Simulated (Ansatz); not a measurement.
Crystal: Te.

```
CELL_PARAMETERS angstrom
4.45400 0.00000 0.00000
-2.22700 3.85728 0.00000
0.00000 0.00000 5.92400
ATOMIC_POSITIONS crystal
Te 0.73100 0.73100 0.00000
Te 0.00000 0.26900 0.66667
Te 0.26900 0.00000 0.33333
```

| Item | Value |
| --- | --- |
| Program | Ansatz 0.2.0 |
| Task | relaxation of cell and atoms |
| Functional | PBE |
| Dispersion | D4 |
| Potentials or basis | Ansatz PAW |
| Cutoff | 420 eV (not typed: the program's choice for these potentials) |
| k mesh | 7 × 7 × 5 |
| Occupations | fermi-dirac, width 0.05 eV |
| Spin | no spin polarisation |

At the start: volume 33.93 Å³/atom.

How do energy, volume and symmetry change on relaxing?

It ends after 6 steps and the volume is 32.09 Å³/atom (-5.4 %); space group P3_121 (No. 152, to 0.05 Å).

Step by step:
| step | energy change (eV) | largest force (eV/Å) | volume (Å³) |
| --- | --- | --- | --- |
| 1 | 0.0000 | 0.1527 | 101.78 |
| 2 | -0.0280 | 0.1155 | 97.47 |
| 3 | -0.0351 | 0.0616 | 96.34 |
| 4 | -0.0367 | 0.0095 | 95.98 |
| 5 | -0.0367 | 0.0024 | 96.26 |
| 6 | -0.0359 | 0.0024 | 96.26 |

Final structure:
```yaml
crystal:
  lattice:
    - [4.31691, 0.00000, 0.00000]
    - [-2.15845, 3.73855, 0.00000]
    - [0.00000, 0.00000, 5.96442]
  atoms:
    - { symbol: Te, position: [0.71533, 0.71533, 0.00000] }
    - { symbol: Te, position: [0.00000, 0.28467, 0.66667] }
    - { symbol: Te, position: [0.28467, 0.00000, 0.33333] }
```

Caveat: the plane-wave basis is chosen anew once the cell has moved, so the energies of steps on either side of that aren't comparable.
